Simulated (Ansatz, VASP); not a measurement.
This is a calculation of InPd for VASP 6.6.1. The cell comes from a database or a generator and needn't be the stable form of this composition.

The input INCAR:

```
SYSTEM = InPd
PREC     = Accurate       ! precision mode
ENCUT    = 600            ! plane-wave cutoff, eV
EDIFF    = 1E-6           ! SCF threshold, eV
ISMEAR   = -1             ! smearing method
SIGMA    = 0.05           ! smearing width, eV
LREAL    = .FALSE.        ! projectors in reciprocal space
LASPH    = .TRUE.         ! aspherical terms in the spheres
NELM     = 60             ! most SCF steps
ALGO     = Fast           ! electronic algorithm
ISIF     = 3              ! what is computed and relaxed
LWAVE    = .FALSE.        ! write WAVECAR
LCHARG   = .FALSE.        ! write CHGCAR
GGA      = RE             ! functional
IVDW     = 13             ! dispersion correction
IBRION   = 2              ! ionic algorithm
NSW      = 40             ! ionic steps
EDIFFG   = -0.005         ! ionic threshold
```

KPOINTS

```
regular mesh
0
G
  8 8 8
  0 0 0
```

POSCAR

```
InPd
1.0
    3.2718847800      0.0000000000      0.0000000000
    0.0000000000      3.2718847800      0.0000000000
    0.0000000000      0.0000000000      3.2718847800
In Pd
1 1
Direct
    0.0000000000      0.0000000000      0.0000000000
    0.5000000000      0.5000000000      0.5000000000
```

Potentials or basis: VASP PAW PBE potentials, release 64 (In_d, Pd).

The run is started by

```sh
$ cat potpaw_PBE.64/In_d/POTCAR potpaw_PBE.64/Pd/POTCAR > POTCAR
$ mpirun -np 1 vasp_std > vasp.out
```

Q: Set up the same calculation for Ansatz 0.2.0. Potentials or basis there: Ansatz PAW, cutoff 420 eV.

A: As run (cutoffs and basis follow the program's own potentials, and thresholds, step limits or extra output files can differ):

The input input.yaml:

```yaml
crystal:
  lattice:
    - [3.27188478, 0.0, 0.0]
    - [0.0, 3.27188478, 0.0]
    - [0.0, 0.0, 3.27188478]
  atoms:
    - { symbol: In, position: [0.0, 0.0, 0.0] }
    - { symbol: Pd, position: [0.5, 0.5, 0.5] }
hamiltonian:
  xc: revpbe
  pseudopotentials: { kind: paw }
  dispersion: d4
kpoints:
  mp_grid: { grid: [8, 8, 8] }
scf:
  occupations: { method: fermi_dirac, width: 0.05 }
output:
  forces: true
  stress: true
  eigenvalues: true
  write_density: true
  write_potential: true
  elf: true
  volumetric_format: npy
relax:
  f_tol: 0.01
  max_steps: 40
  cell: { stress_tol: 0.05 }
```

Potentials or basis: Ansatz PAW.

The run is started by

```bash
$ ansatz run input.yaml --threads 2 --pin off --max-ram 5632MiB --backend cpu --events-out ev --progress --plain --runs-dir out
```

Both were run:

|  | VASP | Ansatz |
| --- | --- | --- |
| Relaxed volume | 17.45 Å³/atom | 17.45 Å³/atom |
| Relaxed cell | a = 3.268 Å, b = 3.268 Å, c = 3.268 Å, α = 90.00°, β = 90.00°, γ = 90.00° | a = 3.268 Å, b = 3.268 Å, c = 3.268 Å, α = 90.00°, β = 90.00°, γ = 90.00° |
| Space group after relaxing | Pm-3m (No. 221) | Pm-3m (No. 221) |
| Pressure after relaxing | 0.0 GPa | 0.0 GPa |

Ansatz's pressure holds a Pulay term of +0.09 GPa for its cutoff of 420 eV, which the other run lacks.

The potentials hold 23 and 31 valence electrons a cell.

VASP's potentials were made for PBE. Ansatz's potentials were made for PBE.

Where Ansatz's input types no cutoff or centring, it takes its own default and a Γ-centred mesh.

Pressure is positive in compression.
